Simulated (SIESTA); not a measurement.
HfC: relaxation of cell and atoms with B86bPBE

The system is HfC.

```
Hf C
1.0
    -0.00735    2.31334    2.36591
     2.32241   -0.00605    2.36461
     2.29935    2.28898    0.01701
Hf C
1 1
Direct
  0.50000 0.50000 0.50000
  0.00000 0.00000 0.00000
```

The cell isn't the ideal one: cell strained at random at fixed volume.

| Quantity | Value |
| --- | --- |
| Program | SIESTA 5.4.2 |
| Task | relaxation of cell and atoms |
| Functional | B86bPBE |
| Potentials or basis | PseudoDojo 0.4 standard (PBE files, fully relativistic) |
| Basis | DZ (energy shift 0.002 Ry) |
| Grid cutoff | 800 Ry |
| Energy shift | 0.002 Ry |
| k mesh | 8 × 8 × 8 |
| Occupations | fermi-dirac, width 0.05 eV |
| Spin | non-collinear spin, ferromagnetic start, spin-orbit coupling |
| Starting moments | [[0.354, 0.354, 0.0], [0.0, 0.0, 0.0]] μB |
| optimiser | Broyden |
| force tolerance | 0.02 eV/Å |

| Property | Result |
| --- | --- |
| Relaxed volume | 12.66 Å³/atom |
| Relaxed cell | a = 3.296 Å, b = 3.296 Å, c = 3.296 Å, α = 60.00°, β = 60.00°, γ = 60.00° |
| Space group after relaxing (to 0.05 Å) | Fm-3m (No. 225) |
| Energy gained by relaxing | 7.2 meV/atom |
| Ionic steps | 7 |
| Pressure after relaxing | 0.0 GPa |
| Band gap on the k mesh | none (metal or under the smearing width) |
| Net moment | 0.00 μB per cell |

The path:
```
step  energy change (eV)  largest force (eV/Å)  pressure (GPa)  volume (Å³)
   1              0.0000                0.0000            2.04        25.14
   2             -0.0016                0.0000            1.81        25.16
   3             -0.0131                0.0000           -0.85        25.40
   4             -0.0140                0.0000           -0.55        25.37
   5             -0.0142                0.0000            0.06        25.31
   6             -0.0142                0.0000           -0.02        25.32
   7             -0.0143                0.0000            0.01        25.32
```

Final structure:
```cif
data_structure
_symmetry_space_group_name_H-M 'P 1'
_symmetry_Int_Tables_number 1
_cell_length_a 3.2958
_cell_length_b 3.2958
_cell_length_c 3.2960
_cell_angle_alpha 59.999
_cell_angle_beta 59.999
_cell_angle_gamma 60.003
_cell_volume 25.32
loop_
_atom_site_label
_atom_site_type_symbol
_atom_site_fract_x
_atom_site_fract_y
_atom_site_fract_z
_atom_site_occupancy
Hf1 Hf 0.50000 0.50000 0.50000 1
C1 C 0.00000 0.00000 0.00000 1
```

Moments on the atoms (μB; x, y, z):
```
Hf  0.00 0.00 0.00
C   0.00 0.00 0.00
```

Wall time 11 min on 1 thread of Arm Neoverse V1 (shared host), peak memory 0.35 GiB.

Caveat: the basis has no polarisation orbitals; semicore shells carry a single zeta, which can move pressures by several GPa and volumes by a few percent; the potentials were made for another functional, which shifts forces and pressure; the basis of atomic orbitals isn't converged, which shifts pressures, moduli and gaps. Zero-point motion and thermal expansion aren't in these numbers.
